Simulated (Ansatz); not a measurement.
# A failed many-body run on ZnSe (Stilleite)

What is wrong with this input for ZnSe (Stilleite)?

Method: G0W0 on PBE, plane waves, PAW, in Ansatz 0.2.0.

## (1) The starting structure

It takes space group F-43m (No. 216, cubic). The conventional cell has a = 5.668 Å, b = 5.668 Å, c = 5.668 Å, α = 90.00°, β = 90.00°, γ = 90.00°. Zn has 4 Se at 2.45 Å nearest. Se has 4 Zn at 2.45 Å nearest. Farther neighbours and most contacts between anions are not listed.

The cell and positions come from the Crystallography Open Database and are kept as given unless a step says otherwise. The default PAW set here is soft_2. Its files were made with PBE.

## (2) First try

input.yaml

```yaml
crystal:
  lattice:
    - [0.0, 2.8338, 2.8338]
    - [2.8338, 0.0, 2.8338]
    - [2.8338, 2.8338, 0.0]
  atoms:
    - { symbol: Zn, position: [0.0, 0.0, 0.0] }
    - { symbol: Se, position: [0.25, 0.25, 0.25] }
kpoints:
  mp_grid: { grid: [1, 1, 1] }
hamiltonian:
  xc: pbe
scf:
  occupations: { method: fixed }
gw:
  n_empty_bands: 73
  ecut_chi: 80
  qp_bands: [v2, c2]
  qp_kpoints: band_edges
  screening: { model: contour_deformation }
```

On the command line:

```sh
> ansatz run input.yaml --threads 3 --pin off --max-ram 92160MiB --backend cuda --events-out ev --progress --plain --runs-dir out --devices 1 --max-vram 13GiB  # rebuilt from the run's record
```

Numbers of over 12 decimals in the logs are rounded to 6 here.

Output:

```text
GPUs: using 1 of 1 available (devices: 1).
Engine: ansatz 0.2.0, x86_64-unknown-linux-gnu
Pseudopotentials: kind: paw
Pseudopotential: Zn, paw, valence charge 12, recommended cutoff 420 eV (normal), Zn.paw.azcp
Pseudopotential: Se, paw, valence charge 16, recommended cutoff 420 eV (normal), Se.paw.azcp
Functional definition: PBE
  parameter kappa = 0.804
  parameter beta = 0.066725
  exchange = pbe_x(kappa = kappa, mu = beta*pi^2/3)
  correlation = pbe_c(beta = beta)
device memory: the entry about to start is reckoned to put 0.4 GiB on a device that reports 32.1 GiB free (of which the cap on the GPU budget leaves the run 13.0 GiB)
GPU FFT provider: cuFFT
GPU libraries: cuBLAS 13.8.2, cuFFT 12.4.0, cuSOLVER 12.3.4
Crystal: 2 atoms, lattice volume = 45.513 Å³
Basis set: ecut = 420 eV, 893 PW (Γ)
Bands: 18, of which v1, the nominal top of the filled ones, is band 14 counted from 1 (13 counted from 0)
Symmetry: 24 space group operations
Space group: F-43m (ITA 216), of the structure as read, at distance tolerance 3.6e-5 Å
k-points: 1
Non-local potential: Zn, projectors of the file, l = 0: 2, l = 1: 2, l = 2: 3, l = 3: 1
Non-local potential: Se, projectors of the file, l = 0: 2, l = 1: 2, l = 2: 3, l = 3: 1
PAW form: soft (Blöchl's): semilocal exchange-correlation on the pseudo side does not see the compensation charge
PAW one-centre angular grid: Zn, 590 points (default); XC on 64 Gauss nodes
PAW one-centre angular grid: Se, 590 points (default); XC on 64 Gauss nodes
Initial density: superposition of atomic densities (neutral atoms: chi_scale 0, normalization atom), corrected by the library's trained network
Initial wavefunctions: pseudopotential atomic-orbital guess
GPU buffer pool allocated for 19683 grid points (all kernels)
GPU transforms: local potential and band sums: pruned to the plane-wave sphere, on 25×25×25
Functional: x = pbe(κ = 0.804, μ = 0.219515), c = pbe(β = 0.066725)
SCF iter   1: F=—  HF=-8777.175221 eV  |F-HF|=—  |Δ(HF+E_count)|=         —  Δρ=7.22e-2  dr2=3.46e0  ethr=1.77e-3  ⟨swp⟩=5.0  Hψ=80  notcnv=0
preconditioner: auto → none  [insulator: Δε(μ)=1.281 eV  Ē_g=9.702 eV  n_scr=14 (ndim 8)  ℏωp=23.4 eV  f_vac=0.121  ε∞_Penn≈6.8]
SCF iter   2: F=—  HF=-8776.033150 eV  |F-HF|=—  |Δ(HF+E_count)|=    1.14e0  Δρ=2.53e-2  dr2=1.60e-1  ethr=1.77e-3  ⟨swp⟩=3.0  Hψ=48  notcnv=0
SCF iter   3: F=—  HF=-8776.032130 eV  |F-HF|=—  |Δ(HF+E_count)|=   1.02e-3  Δρ=8.43e-3  dr2=2.51e-2  ethr=5.71e-4  ⟨swp⟩=2.0  Hψ=44  notcnv=0
SCF iter   4: F=—  HF=-8776.041696 eV  |F-HF|=—  |Δ(HF+E_count)|=   9.57e-3  Δρ=5.80e-3  dr2=7.62e-3  ethr=8.97e-5  ⟨swp⟩=2.0  Hψ=31  notcnv=0
SCF iter   5: F=—  HF=-8776.040207 eV  |F-HF|=—  |Δ(HF+E_count)|=   1.49e-3  Δρ=8.22e-4  dr2=1.85e-4  ethr=2.72e-5  ⟨swp⟩=2.0  Hψ=38  notcnv=0
SCF iter   6: F=—  HF=-8776.040184 eV  |F-HF|=—  |Δ(HF+E_count)|=   2.32e-5  Δρ=1.78e-4  dr2=1.00e-5  ethr=6.62e-7  ⟨swp⟩=2.0  Hψ=31  notcnv=0
SCF iter   7: F=-8776.040189 eV  HF=-8776.040189 eV  |F-HF|=1.16e-8  |Δ(HF+E_count)|=   4.90e-6  Δρ=1.45e-5  dr2=6.03e-8  ethr=3.57e-10  ⟨swp⟩=4.0  Hψ=74  notcnv=0
SCF 1 converged in 7 iterations: F = -8776.040189 eV  dr2 = 6.03e-8
[...]
device memory: the entry about to start is reckoned to put 0.5 GiB on a device that reports 32.1 GiB free (of which the cap on the GPU budget leaves the run 13.0 GiB)
NSCF: frozen V_eff on 1 k-points
[...]
device memory: the entry about to start is reckoned to put 0.5 GiB on a device that reports 32.1 GiB free (of which the cap on the GPU budget leaves the run 13.0 GiB)
NSCF: frozen V_eff on 1 k-points
G₀W₀ screening: q 1/1
G₀W₀ self-energy: k 1/1
device memory: the entry about to start is reckoned to put 0.3 GiB on a device that reports 32.0 GiB free (of which the cap on the GPU budget leaves the run 13.0 GiB)
NSCF: frozen V_eff on 1 k-points
device memory: the entry about to start is reckoned to put 0.3 GiB on a device that reports 32.0 GiB free (of which the cap on the GPU budget leaves the run 13.0 GiB)
NSCF: frozen V_eff on 1 k-points
device memory: the entry about to start is reckoned to put 0.3 GiB on a device that reports 32.0 GiB free (of which the cap on the GPU budget leaves the run 13.0 GiB)
NSCF: frozen V_eff on 1 k-points
device memory: the entry about to start is reckoned to put 0.3 GiB on a device that reports 32.0 GiB free (of which the cap on the GPU budget leaves the run 13.0 GiB)
NSCF: frozen V_eff on 1 k-points
device memory: the entry about to start is reckoned to put 0.3 GiB on a device that reports 32.0 GiB free (of which the cap on the GPU budget leaves the run 13.0 GiB)
NSCF: frozen V_eff on 1 k-points
SCF converged after 7 iterations
Free energy (F): -8776.040189 eV
Harris-Foulkes:  -8776.040189 eV  (|F-HF|=1.16e-8)
Internal energy: -8776.040189 eV  (E = F + TS)
E sigma→0 (E₀):  -8776.040189 eV
Fermi energy:    8.287880 eV
--- Per-component energies (eV) ---
  E_band       = -322.141083
  E_kinetic    = 273.544939
  E_local      = -4450.103648  (includes V_loc(G=0)·N_el)
  E_nonlocal   = 27.013597
  E_hartree    = 2087.056981
  E_xc         = -242.811287
  E_vxc        = -152.337107  (∫ρ·V_xc dr)
  E_paw        = -3749.797028  (= ΣΔE_a)
  E_vpaw       = -194.366993  (= ΣTr[D̂ρ^β])
  E_aug_tail   = -0.000897  (compensation charges beyond the density's cutoff)
  E_ewald      = -2720.942845
  E_smearing   = -0.000000  (= −TS)
  E_closure    = 0.000000  (closes the sum)
  Σ components = -8776.040189   (vs F -8776.040189, Δ=0.00e0)
--- Band table (eV) ---
  k-point 0: bands = [... 10 lower, 0.2937, 8.2879, 8.2879, 8.2879, 8.8944, 13.0186, 13.0186, 13.0186]
--- G₀W₀: contour deformation, 7 samples at zero and on the imaginary axis and 1 off it, 1 q-point, 73 empty bands' worth ---
  eigenvalues of the whole cell's RPA ε∞ on this k-mesh (on a slab, of 1 + 4πα/V) = 1290.1904, 1290.1904, 1290.1904; static W/v taken at q = 0 is 0.000775
  bands read: the sum over 87 bands ends inside a degenerate multiplet in 1 slot, whose members it reads at an even weight; the widest, k=0: bands 87 to 89 (counted from 1) at 1/3 each
  gw.qp_kpoints: band_edges: 1 of 1 stored k-point solved, in 1 pass; an edge of the gap read off the rows below is read off those points alone
    ik  band        ε_KS         Σx   Σc(E_QP)       V_xc       Z   E_QP_lin       E_QP  E_QP is
     0    13      8.2879   -23.7008     5.5409   -17.8332  0.8022     7.9620     7.9612  root
     0    14      8.2879   -23.7008     5.5409   -17.8332  0.8022     7.9620     7.9612  root
     0    15      8.8944    -7.7405    -6.4760   -13.9622  0.7848     8.6374     8.6401  root
     0    16     13.0186    -5.1081    -6.7889   -11.1337  0.8298    12.2586    12.2553  root
```

Run time: 3 s. Hardware: 1 × NVIDIA H100 80GB HBM3 (shared by 6 runs) with 3 threads of AMD EPYC 7R13 (Zen 3), shared host; peak memory 1.1 GiB.

In the SCF lines HF is the Harris–Foulkes energy and dr2 the Hartree energy of the density residual, in eV; the loop may stop once dr2 is under the threshold and the program's other checks hold. Hψ counts applications of the Hamiltonian.

**What went wrong?**

The run ended normally, though the input holds a fault or crude settings.

The fault: G0W0 on a mesh far too coarse. So few points can't sample the density or the screening, and the band edges may lie elsewhere in the zone.

It printed a gap of 0.68 eV, which is an artefact of the settings.

## (3) A better input

Now the one-shot GW correction: screening in the RPA, then the self-energy of the levels asked for.

input.yaml, the sections that differ from step 2:

```yaml
kpoints:
  mp_grid: { grid: [6, 6, 6] }
gw:
  n_empty_bands: 135
  ecut_chi: 120
  qp_bands: [v2, c2]
  qp_kpoints: band_edges
  screening: { model: contour_deformation }
# crystal, hamiltonian, scf: as in step 2
```

Output:

```text
GPUs: using 1 of 1 available (devices: 1).
[...]
GPU FFT provider: cuFFT
GPU libraries: cuBLAS 13.8.2, cuFFT 12.4.0, cuSOLVER 12.3.4
Crystal: 2 atoms, lattice volume = 45.513 Å³
Basis set: ecut = 420 eV, 893 PW (Γ)
Bands: 18, of which v1, the nominal top of the filled ones, is band 14 counted from 1 (13 counted from 0)
[... 1 set-up line as in the run before ...]
[...]
k-points: 16 of 216 (time reversal used)
[...]
GPU buffer pool allocated for 19683 grid points (all kernels)
[...]
SCF iter   1: F=—  HF=-8789.521160 eV  |F-HF|=—  |Δ(HF+E_count)|=         —  Δρ=6.61e-4  dr2=2.74e-4  ethr=1.77e-3  ⟨swp⟩=5.0  Hψ=1330  notcnv=0  defer=28
[...]
SCF iter   6: F=-8789.521109 eV  HF=-8789.521109 eV  |F-HF|=9.11e-9  |Δ(HF+E_count)|=   1.41e-7  Δρ=3.65e-6  dr2=4.14e-9  ethr=3.57e-10  ⟨swp⟩=5.4  Hψ=1034  notcnv=0
SCF 1 converged in 6 iterations: F = -8789.521109 eV  dr2 = 4.14e-9
[...]
0    13      6.7818   -21.7965     2.1507   -18.8736  0.7640     5.9914     6.0097  root
     0    14      6.7818   -21.7965     2.1507   -18.8736  0.7640     5.9914     6.0097  root
     0    15      8.0685    -9.7759    -3.7058   -13.7972  0.7922     8.3860     8.3841  root
     0    16     12.5901    -6.9764    -4.4061   -11.6525  0.7736    12.8617    12.8600  root
     1    13      6.5293   -21.3417     2.1877   -18.3668  0.7625     5.7225     5.7421  root
     1    14      6.5293   -21.3417     2.1877   -18.3668  0.7625     5.7225     5.7421  root
     1    15      9.3310    -9.9834    -3.7756   -14.0644  0.7849     9.6383     9.6363  root
     1    16     12.6562    -7.6830    -4.3754   -12.2972  0.7709    12.8966    12.8951  root
[...]
12    13      4.5963   -18.3312     2.5549   -14.9114  0.7447     3.7012     3.7315  root
    12    14      4.5963   -18.3312     2.5549   -14.9114  0.7447     3.7012     3.7315  root
    12    15      9.7689    -7.0735    -3.5810   -10.6427  0.7958     9.7571     9.7571  root
    12    16     10.2461    -8.9882    -3.8296   -13.0504  0.7852    10.4799    10.4788  root
[key lines of the parts left out:]
SCF converged after 6 iterations
Free energy (F): -8789.521109 eV
Fermi energy:    6.781841 eV
```

Wall time 33 s (1 × NVIDIA H100 80GB HBM3 (shared by 6 runs) with 3 threads); peak memory 1.2 GiB.

Numbers from this step:

| Property | Result |
| --- | --- |
| bands summed | 149 |
| RPA ε∞ on this mesh (eigenvalues) | 8.519, 8.519, 8.519 |
| plane waves in the screening matrix | 137 |
| q-points in the mesh | 216 |
| G0W0 gap on the mesh | 2.374 eV |
| k of the valence top | 0, 0, 0 |
| k of the conduction bottom | 0, 0, 0 |
| starting gap on the mesh | 1.287 eV |
| Z at the valence top | 0.7640 |
| Z at the conduction bottom | 0.7922 |
| least direct G0W0 gap on the computed points | 2.374 eV |

The gap on the mesh goes from 1.29 eV to 2.37 eV, a correction of +1.09 eV. Between the two edge states, bare exchange in place of the xc potential would open the gap by 6.94 eV, and correlation takes back 5.86 eV.

## (4) Results

* first try: converged after 3 s
* better run: G0W0 gap on the mesh 2.37 eV (6×6×6 mesh, 135 empty bands, screening to 120 eV)

What this shows: The second run differs in: mesh, empty bands and screening cutoff (eV). Bands and cutoff are finite, so the gap is not at the basis limit. The miss can reach some tenths of an eV and take either sign; the mesh is an error of its own. The many-body steps are scalar-relativistic: spin-orbit coupling is not in them.

[Paths, hosts, dates, memory and timing lines, banners, echoed tables and standing remarks are left out of the program output.]

[Logs are printed without paths, hosts, clocks, repeated set-up lines and the standing remarks that a program may print on its own settings, such as how far it seeks lower states.]

[Runs of the session that timed out or met a known fault of the program may be left out.]

[Cells called generated may have been cut or substituted from an entry of the Crystallography Open Database or the Materials Project.]

[Hosts, paths, dates, database ids (printed as entryN), source tags and the programs' standing remarks are cut or masked in the printed files.]
